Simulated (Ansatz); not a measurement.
Ta2S, 3 atoms in the cell. The structure is tetragonal, space group P4/mmm (No. 123). The conventional cell has a = 2.805 Å, b = 2.805 Å, c = 7.534 Å, α = 90.00°, β = 90.00°, γ = 90.00°. Around Ta (site symmetry 4mm) lie 1 S at 2.37 Å. Around S (site symmetry 4/mmm) lie 2 Ta at 2.37 Å. The cell was built by a generator and needn't be a form met in nature.

| Quantity | Value |
| --- | --- |
| Program | Ansatz 0.2.0 |
| Task | band structure |
| Functional | LDA |
| Potentials or basis | Ansatz PAW |
| Cutoff | 420 eV (not typed: the program's choice for these potentials) |
| k mesh | 7 × 7 × 3 |
| Occupations | fermi-dirac, width 0.05 eV |
| Spin | spin-orbit coupling, no magnetisation |
| Path | [["G", "X", "M", "G", "Z", "R", "A", "Z"], ["X", "R"], ["M", "A"]] |
| Points for each segment of the path | 14 |

Potentials or basis: Ansatz PAW.

The run is started by

```console
$ ansatz run input.yaml --threads 2 --pin off --max-ram 5632MiB --backend cpu --events-out ev --progress --plain --runs-dir out
```

Hardware: 2 threads of Arm Neoverse V2, with other jobs on the host.

Problem. Estimate the wall time of this run.

Solution. Run time: 24 s on 2 threads of Arm Neoverse V2, with other jobs on the host, peak memory 0.58 GiB. Counts: scf iterations 11, plane waves 1189, k points 20, bands 39.
